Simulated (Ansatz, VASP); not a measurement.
# Pd in VASP and in Ansatz

File INCAR:

```
SYSTEM = Pd
ALGO = Normal ; EDIFF = 1E-6
ENCUT = 520 ; GGA = PE
ISIF = 2 ; ISMEAR = -1
ISPIN = 2 ; LASPH = .TRUE.
LCHARG = .FALSE. ; LMAXMIX = 4
LORBIT = 11 ; LREAL = .FALSE.
LWAVE = .FALSE. ; MAGMOM = 0.288
NBANDS = 15 ; NELM = 150
PREC = Accurate ; SIGMA = 0.05
```

KPOINTS

```
k-points
0
G
  5 5 5
  0 0 0
```

File POSCAR:

```
Pd
1.0
    0.0000000000      1.9737080107      1.9737080107
    1.9737080107      0.0000000000      1.9737080107
    1.9737080107      1.9737080107      0.0000000000
Pd
1
Direct
    0.0000000000      0.0000000000      0.0000000000
```

Input for Ansatz:

```yaml
crystal:
  lattice:
    - [0.0, 1.9737080107, 1.9737080107]
    - [1.9737080107, 0.0, 1.9737080107]
    - [1.9737080107, 1.9737080107, 0.0]
  atoms:
    - { symbol: Pd, position: [0.0, 0.0, 0.0], spin: 0.288 }
hamiltonian:
  xc: pbe
  pseudopotentials:
    kind: paw
    azcp:
      Pd: "pseudopotentials/Pd.paw.azcp"
basis:
  ecutwfc: 420
  fft_grid_basis: typed
kpoints:
  mp_grid: { grid: [5, 5, 5], shift: [0, 0, 0] }
magnetization:
  spin_polarized: true
scf:
  occupations: { method: fermi_dirac, width: 0.05 }
  lower_state_search: "off"
output:
  stress: true
```

Alike in both runs: task single point; functional PBE; k mesh 5 × 5 × 5; occupations fermi-dirac, width 0.05 eV; collinear spin.

|  | VASP | Ansatz |
| --- | --- | --- |
| version | VASP 6.6.1 | Ansatz 0.2.0 |
| potentials or method | VASP PAW PBE potentials, release 64 (Pd) | plane waves (420 eV) with PAW, scalar-relativistic |
| plane-wave cutoff (eV) | 520 | 420 |
| valence electrons in the cell | 10 | 18 |

Ansatz gave:

```
pressure (GPa)                                                : 1.7
net moment per atom (μB)                                      : 0.36
size of the moment on the site where the two differ most (μB) : 0.37
```

Question: Estimate VASP's values.

Answer: Pressure (GPa): 1.4; net moment per atom (μB): 0.36; size of the moment on the site where the two differ most (μB): 0.36.

Site moments also hang on the region over which each program counts them. The two sets of potentials don't hold the same shells in valence.

Caveats: the k mesh is coarse (spacing up to 0.55 Å⁻¹), so the values aren't converged.
